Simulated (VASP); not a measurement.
# MoSe2 (P6_3/mmc) in VASP: Born charges and dielectric tensor with LDA

Aim: the Born charges and dielectric tensor of MoSe2 with LDA.

All numbers are computed with VASP 6.6.1; they aren't measurements. Logs are shortened: lines on timing, memory, paths and dates and some standing lists are left out, and cuts for length are marked.

### 1 Starting point

Symmetry: P6_3/mmc, No. 194, hexagonal system. Conventional cell: a = 3.252 Å, b = 3.252 Å, c = 12.762 Å, α = 90.00°, β = 90.00°, γ = 120.00°. Mo (site symmetry -6m2) has 6 Se at 2.51 Å as nearest neighbours. Se (site symmetry 3m) is surrounded by 3 Mo at 2.51 Å.

The cell is a database's computed one.

### 2 Born charges and dielectric tensor, LDA

File INCAR:

```
PREC = Accurate
ENCUT = 600
EDIFF = 1E-8
ISMEAR = 0
SIGMA = 0.02
LREAL = False
LASPH = True
NELM = 100
ALGO = Fast
ISIF = 2
LWAVE = False
LCHARG = False
LEPSILON = True
IBRION = 8
NSW = 1
```

File KPOINTS:

```
Automatic mesh
0
Gamma
  9 9 2
```

File POSCAR:

```
MoSe2
1.0
    3.2518500000      0.0000000000      0.0000000000
   -1.6259300000      2.8161900000      0.0000000000
    0.0000000000      0.0000000000     12.7620400000
Mo Se
2 4
Direct
    0.6666700000      0.3333300000      0.7500000000
    0.3333300000      0.6666700000      0.2500000000
    0.3333300000      0.6666700000      0.8801000000
    0.6666700000      0.3333300000      0.3801000000
    0.3333300000      0.6666700000      0.6199000000
    0.6666700000      0.3333300000      0.1199000000
```

Potentials or basis: VASP PAW LDA potentials, release 64 (Mo, Se).

Started as:

```console
> cat potpaw_LDA.64/Mo/POTCAR potpaw_LDA.64/Se/POTCAR > POTCAR
> mpirun -np 1 vasp_std > vasp.out
```

OUTCAR:

```text
PREC = Accurate
   ENCUT = 600
   EDIFF = 1E-8
   ISMEAR = 0
   LREAL = False
   LASPH = True
   NELM = 100
   ISIF = 2
   LEPSILON = True
   IBRION = 8
   NSW = 1

 ion  position               nearest neighbor table
   1  0.667  0.333  0.750-   3 2.51   5 2.51   3 2.51   5 2.51   3 2.51   5 2.51
   2  0.333  0.667  0.250-   4 2.51   6 2.51   4 2.51   6 2.51   4 2.51   6 2.51
   3  0.333  0.667  0.880-   1 2.51   1 2.51   1 2.51
   4  0.667  0.333  0.380-   2 2.51   2 2.51   2 2.51
   5  0.333  0.667  0.620-   1 2.51   1 2.51   1 2.51
   6  0.667  0.333  0.120-   2 2.51   2 2.51   2 2.51

  LATTYP: Found a hexagonal cell.
 ALAT       =     3.2518500000
 C/A-ratio  =     3.9245475652

  Lattice vectors:

 A1 = (   3.2518500000,   0.0000000000,   0.0000000000)
 A2 = (  -1.6259300000,   2.8161900000,   0.0000000000)
 A3 = (   0.0000000000,   0.0000000000,  12.7620400000)

Analysis of symmetry for initial positions (statically):
=====================================================================
 Subroutine PRICEL returns:
 Original cell was already a primitive cell.

 Routine SETGRP: Setting up the symmetry group for a
 hexagonal supercell.

[... 938 lines left out ...]
  1Z     0.000000    0.000000  -27.834445   -0.000000   -0.000000    0.335608    0.002426   -0.001400   13.847860    0.001565   -0.000903   -0.098442   -0.002426    0.001400   13.847860   -0.001565    0.000903   -0.098442
  2X     0.065881   -0.001739    0.000000  -18.543238    0.003278    0.000000    0.053672   -0.000643   -0.001367    9.185007   -0.000127    0.000423    0.053672   -0.000643    0.001367    9.185007   -0.000127   -0.000423
  2Y    -0.001739    0.063874    0.000000    0.003278  -18.539560    0.000000   -0.000643    0.052930    0.000789   -0.000127    9.184913   -0.000244   -0.000643    0.052930   -0.000789   -0.000127    9.184913    0.000244
  2Z    -0.000000   -0.000000    0.335608    0.000000    0.000000  -27.834445   -0.001565    0.000903   -0.098442   -0.002426    0.001400   13.847860    0.001565   -0.000903   -0.098442    0.002426   -0.001400   13.847860
  3X     9.182296   -0.001331   -0.000159    0.056533    0.000841    0.000185   -8.884430   -0.000937   -0.000076   -0.023764    0.000489    0.000116   -0.404276    0.000751   -0.000277    0.073642    0.000188    0.000212
  3Y    -0.001331    9.180812    0.000092    0.000841    0.057504   -0.000107   -0.000937   -8.885563    0.000044    0.000489   -0.023200   -0.000067    0.000751   -0.403412    0.000160    0.000188    0.073859   -0.000122
  3Z    -0.001531    0.000884   13.761242    0.002255   -0.001302   -0.013198   -0.001365    0.000788  -15.952144    0.000569   -0.000328    0.112169   -0.000064    0.000037    1.817766    0.000136   -0.000079    0.274165
  4X     0.056533    0.000841   -0.000185    9.182296   -0.001331    0.000159   -0.023764    0.000489   -0.000116   -8.884430   -0.000937    0.000076    0.073642    0.000188   -0.000212   -0.404276    0.000751    0.000277
  4Y     0.000841    0.057504    0.000107   -0.001331    9.180812   -0.000092    0.000489   -0.023200    0.000067   -0.000937   -8.885563   -0.000044    0.000188    0.073859    0.000122    0.000751   -0.403412   -0.000160
  4Z    -0.002255    0.001302   -0.013198    0.001531   -0.000884   13.761242   -0.000569    0.000328    0.112169    0.001365   -0.000788  -15.952144   -0.000136    0.000079    0.274165    0.000064   -0.000037    1.817766
  5X     9.182296   -0.001331    0.000159    0.056533    0.000841   -0.000185   -0.404276    0.000751    0.000277    0.073642    0.000188   -0.000212   -8.884430   -0.000937    0.000076   -0.023764    0.000489   -0.000116
  5Y    -0.001331    9.180812   -0.000092    0.000841    0.057504    0.000107    0.000751   -0.403412   -0.000160    0.000188    0.073859    0.000122   -0.000937   -8.885563   -0.000044    0.000489   -0.023200    0.000067
  5Z     0.001531   -0.000884   13.761242   -0.002255    0.001302   -0.013198    0.000064   -0.000037    1.817766   -0.000136    0.000079    0.274165    0.001365   -0.000788  -15.952144   -0.000569    0.000328    0.112169
  6X     0.056533    0.000841    0.000185    9.182296   -0.001331   -0.000159    0.073642    0.000188    0.000212   -0.404276    0.000751   -0.000277   -0.023764    0.000489    0.000116   -8.884430   -0.000937   -0.000076
  6Y     0.000841    0.057504   -0.000107   -0.001331    9.180812    0.000092    0.000188    0.073859   -0.000122    0.000751   -0.403412    0.000160    0.000489   -0.023200   -0.000067   -0.000937   -8.885563    0.000044
  6Z     0.002255   -0.001302   -0.013198   -0.001531    0.000884   13.761242    0.000136   -0.000079    0.274165   -0.000064    0.000037    1.817766    0.000569   -0.000328    0.112169   -0.001365    0.000788  -15.952144

 Eigenvectors and eigenvalues of the dynamical matrix
 ----------------------------------------------------

   1 f  =   10.723986 THz    67.380793 2PiTHz  357.713676 cm-1    44.350823 meV
             X         Y         Z           dx          dy          dz
      1.625940  0.938721  9.571530     0.000000    0.000000    0.556030
     -0.000020  1.877469  3.190510    -0.000000   -0.000000   -0.556030
     -0.000020  1.877469 11.231871    -0.000041    0.000023   -0.308893
      1.625940  0.938721  4.850851    -0.000041    0.000023    0.308893
     -0.000020  1.877469  7.911189     0.000041   -0.000023   -0.308893
      1.625940  0.938721  1.530169     0.000041   -0.000023    0.308893
[... 145 lines left out ...]
  18 f/i=    0.000353 THz     0.002217 2PiTHz    0.011769 cm-1     0.001459 meV
             X         Y         Z           dx          dy          dz
      1.625940  0.938721  9.571530    -0.000000    0.000000    0.434685
     -0.000020  1.877469  3.190510    -0.000000    0.000000    0.434685
     -0.000020  1.877469 11.231871    -0.000021    0.000012    0.394366
      1.625940  0.938721  4.850851     0.000021   -0.000012    0.394366
     -0.000020  1.877469  7.911189     0.000021   -0.000012    0.394366
      1.625940  0.938721  1.530169    -0.000021    0.000012    0.394366

--------------------------------------------------------------------------------------------------------

 MACROSCOPIC STATIC DIELECTRIC TENSOR IONIC CONTRIBUTION
 ------------------------------------------------------
           0.640178    -0.000021     0.000000
          -0.000021     0.640157     0.000000
           0.000000     0.000000     0.150568
 ------------------------------------------------------

 ELASTIC MODULI CONTR FROM IONIC RELAXATION (kBar)
 Direction    XX          YY          ZZ          XY          YZ          ZX
 --------------------------------------------------------------------------------
 XX        -416.8731   -255.7456   -889.6967    -50.7268      0.0000      0.0000
 YY        -255.7456   -418.0878   -891.1297     49.6793     -0.0000      0.0000
 ZZ        -889.6967   -891.1297  -2355.3371     -1.2365     -0.0000      0.0000
 XY         -50.7268     49.6793     -1.2365  -1235.0054      0.0000     -0.0000
 YZ           0.0000     -0.0000     -0.0000      0.0000  -1191.9039     -0.0435
 ZX           0.0000      0.0000      0.0000     -0.0000     -0.0435  -1023.9571
 --------------------------------------------------------------------------------

 PIEZOELECTRIC TENSOR IONIC CONTR  for field in x, y, z        (C/m^2)
          XX          YY          ZZ          XY          YZ          ZX
  --------------------------------------------------------------------------------
  x    -0.00000     0.00000    -0.00000    -0.00000     0.00000     0.00000
  y    -0.00000    -0.00000     0.00000    -0.00000     0.00000     0.00000
  z    -0.00000    -0.00000    -0.00000     0.00000     0.00000    -0.00000
```

Wall time 37 min (1 thread of Intel Xeon 6975P-C (Granite Rapids), shared host); peak memory 0.84 GiB.

Results:

```yaml
Band_gap_on_the_k_mesh: 0.85 eV, indirect (least direct gap 1.51 eV)
Electronic_dielectric_tensor_diagonal: 16.71, 16.71, 8.94
Born_charges_mean_of_the_diagonal: Mo -1.69; Se +0.84 e
Highest_phonon_frequency_at_Γ_LO-TO_splitting_left_out: 358 cm⁻¹
```

Phonon frequencies in cm⁻¹ (negative: imaginary):
```
              q point                                                     frequencies
(0.000, 0.000, 0.000)  0 0 0 29 29 44 170 170 172 172 246 249 290 290 290 290 354 358
```

Electronic dielectric tensor:
```
16.71  0.00  0.00
 0.00 16.71  0.00
 0.00  0.00  8.94
```

Born effective charge tensors (e):
atom 1, Mo
```
-1.95  0.00  0.00
 0.00 -1.95  0.00
 0.00  0.00 -1.16
```
atom 2, Mo
```
-1.95  0.00  0.00
 0.00 -1.95  0.00
 0.00  0.00 -1.16
```
atom 3, Se
```
0.98 0.00 0.00
0.00 0.98 0.00
0.00 0.00 0.58
```
atom 4, Se
```
0.98 0.00 0.00
0.00 0.98 0.00
0.00 0.00 0.58
```
atom 5, Se
```
0.98 0.00 0.00
0.00 0.98 0.00
0.00 0.00 0.58
```
atom 6, Se
```
0.98 0.00 0.00
0.00 0.98 0.00
0.00 0.00 0.58
```

Caveat: an odd mesh through Γ misses points on the zone boundary, where band edges often lie.
